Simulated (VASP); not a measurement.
**A VASP 6.6.1 single-point calculation on InAs**

INCAR

```
SIGMA = 0.02
EDIFF = 1E-7
LWAVE = .FALSE.
ISIF = 2
NSW = 0
ALGO = Damped
NELM = 83
GGA = CA
LASPH = .TRUE.
ENCUT = 520
TIME = 0.4
NBANDS = 16
ISMEAR = -1
LCHARG = .FALSE.
LREAL = .FALSE.
PREC = Accurate
IBRION = -1
```

KPOINTS

```
KPOINTS created by Atomic Simulation Environment
0
Gamma
8 8 8
0 0 0
```

POSCAR

```
In As
 1.0000000000000000
    -0.0000000000000000    2.8414336897063346    2.8414336897063346
     2.8414336897063346   -0.0000000000000000    2.8414336897063346
     2.8414336897063346    2.8414336897063346   -0.0000000000000000
 In  As
   1   1
Cartesian
 -0.0000000000000000 -0.0000000000000000 -0.0000000000000000
  2.8414336897063341  2.8414336897063341  2.8414336897063341
```

The recommended LDA PAW datasets give the neutral cell 18 valence electrons.

Command

```
mpirun -np 1 vasp_std
```

OSZICAR

```
N       E                     dE             d eps       ncg     rms           ort
DAV:   1     0.176857916765E+03    0.17686E+03   -0.81277E+03   464   0.149E+03
DAV:   2     0.453276333301E+02   -0.13153E+03   -0.12703E+03   464   0.355E+02
DAV:   3     0.353653285509E+01   -0.41791E+02   -0.40612E+02   464   0.180E+02
DAV:   4    -0.583842909303E+01   -0.93750E+01   -0.92160E+01   464   0.977E+01
DAV:   5    -0.877121174343E+01   -0.29328E+01   -0.29116E+01   464   0.446E+01
SDA:   6    -0.835553184741E+01    0.41568E+00   -0.50304E+00   464   0.126E+01   0.000E+00
DMP:   7    -0.860042488273E+01   -0.24489E+00   -0.23152E+00   464   0.611E+00  -0.848E-01
DMP:   8    -0.871753779546E+01   -0.11711E+00   -0.23288E-01   464   0.493E-01   0.234E-01
DMP:   9    -0.872453209054E+01   -0.69943E-02   -0.27960E-01   464   0.795E-01  -0.253E-01
DMP:  10    -0.873604288577E+01   -0.11511E-01   -0.50628E-02   464   0.178E-01  -0.134E-01
...
DMP:  20    -0.874240706937E+01   -0.59654E-05   -0.46206E-05   464   0.734E-05   0.110E-04
DMP:  21    -0.874241101456E+01   -0.39452E-05   -0.28678E-05   464   0.405E-05   0.818E-05
DMP:  22    -0.874241343007E+01   -0.24155E-05   -0.18056E-05   464   0.264E-05   0.490E-05
DMP:  23    -0.874241495037E+01   -0.15203E-05   -0.10519E-05   464   0.145E-05   0.309E-05
DMP:  24    -0.874241584259E+01   -0.89222E-06   -0.59816E-06   464   0.797E-06   0.183E-05
DMP:  25    -0.874241633793E+01   -0.49534E-06   -0.31584E-06   464   0.414E-06   0.983E-06
DMP:  26    -0.874241659343E+01   -0.25550E-06   -0.14955E-06   464   0.189E-06   0.485E-06
DMP:  27    -0.874241671112E+01   -0.11770E-06   -0.63990E-07   464   0.769E-07   0.217E-06
DMP:  28    -0.874241676109E+01   -0.49965E-07   -0.24954E-07   464   0.287E-07   0.882E-07
   1 F= -.87424168E+01 E0= -.87420099E+01  d E =-.813756E-03
```

From OUTCAR

```
k-points           NKPTS =     29   k-points in BZ     NKDIM =     29   number of bands    NBANDS=     16

   NELECT =      18.0000    total number of electrons

   dimension x,y,z NGX =    30 NGY =   30 NGZ =   30
   dimension x,y,z NGXF=    60 NGYF=   60 NGZF=   60

  energy-cutoff  :      520.00
  volume of cell :       45.88
      direct lattice vectors                 reciprocal lattice vectors
     0.000000000  2.841433690  2.841433690    -0.175967506  0.175967506  0.175967506
     2.841433690  0.000000000  2.841433690     0.175967506 -0.175967506  0.175967506
     2.841433690  2.841433690  0.000000000     0.175967506  0.175967506 -0.175967506

 k-points in reciprocal lattice and weights: KPOINTS created by Atomic Simulation Env
   0.00000000  0.00000000  0.00000000       0.002
   0.12500000  0.00000000  0.00000000       0.016
   0.25000000  0.00000000  0.00000000       0.016
   0.37500000  0.00000000  0.00000000       0.016
   0.50000000  0.00000000  0.00000000       0.008
   0.12500000  0.12500000  0.00000000       0.012
   0.25000000  0.12500000  0.00000000       0.047
   0.37500000  0.12500000  0.00000000       0.047
   ...

 E-fermi :   6.1873

 k-point     1 :       0.0000    0.0000    0.0000
  band No.  band energies     occupation
      1      -8.0846      2.00000
      2      -8.0846      2.00000
      3      -8.0583      2.00000
      4      -8.0583      2.00000
      5      -8.0583      2.00000
      6      -6.2026      2.00000
      7       5.6192      2.00000
      8       5.9492      1.99999
      9       5.9492      1.99999
     10       5.9492      1.99999
     11      13.4499      0.00000
     12      13.4499      0.00000
     13      13.4499      0.00000
     14      13.7483      0.00000
     15      13.7483      0.00000
     16      13.7483      0.00000

 k-point     2 :       0.1250    0.0000    0.0000
  band No.  band energies     occupation
      1      -8.0918      2.00000
      2      -8.0918      2.00000
      3      -8.0588      2.00000
      4      -8.0504      2.00000
      5      -8.0504      2.00000
      6      -6.0264      2.00000
      7       3.7765      2.00000
      8       5.9817      1.99993
      9       5.9817      1.99993
     10       7.4975      0.00000
     11      12.1920      0.00000
     12      12.4991      0.00000
     13      12.4991      0.00000
     14      13.7691      0.00000
     15      13.9859      0.00000
     16      13.9859      0.00000

 k-point     3 :       0.2500    0.0000    0.0000
  band No.  band energies     occupation
      1      -8.1124      2.00000
      2      -8.1124      2.00000
      3      -8.0615      2.00000
      4      -8.0280      2.00000
      5      -8.0280      2.00000
      6      -5.5241      2.00000
      7       1.8078      2.00000
      8       6.0944      1.98102
      9       6.0944      1.98102
     10       8.3710      0.00000
     11      10.9870      0.00000
     12      10.9870      0.00000
     13      11.2809      0.00000
     14      13.9994      0.00000
     15      15.0400      0.00000
     16      15.0400      0.00000

 ...

  Total       -0.7959637     -0.7959637     -0.7959637     -0.0000000     -0.0000000      0.0000000
  in kB      -27.7946540    -27.7946540    -27.7946540     -0.0000000     -0.0000000      0.0000000
  external PRESSURE =     -27.7946540 kB  Pullay stress =       0.0000000 kB

 POSITION                                       TOTAL-FORCE (eV/Angst)
 -----------------------------------------------------------------------------------
      0.00000      0.00000      0.00000        -0.000000     -0.000000     -0.000000
      2.84143      2.84143      2.84143         0.000000      0.000000      0.000000
 -----------------------------------------------------------------------------------
    total drift:                               -0.000000      0.000000      0.000000

  FREE ENERGIE OF THE ION-ELECTRON SYSTEM (eV)
  ---------------------------------------------------
  free  energy   TOTEN  =        -8.7424167611 eV

  energy  without entropy=       -8.7416030054  energy(sigma->0) =       -8.74200988
```

It converged. Results: gap between bands v and c on the k mesh -2.72 eV (bands overlap: a metal); least direct gap on the k mesh 0.00 eV; pressure -2.8 GPa. Band v is the last that the valence electrons fill when counted band by band, and c is the next.

For comparison, a separate LDA run of the intended cell, on usual settings and not on those above, gives a gap of -2.72 eV on its mesh and a pressure of -2.8 GPa.

The run above took about 14 s on one core of a shared host (Intel Xeon 6975P-C) and held 0.17 GiB at most.
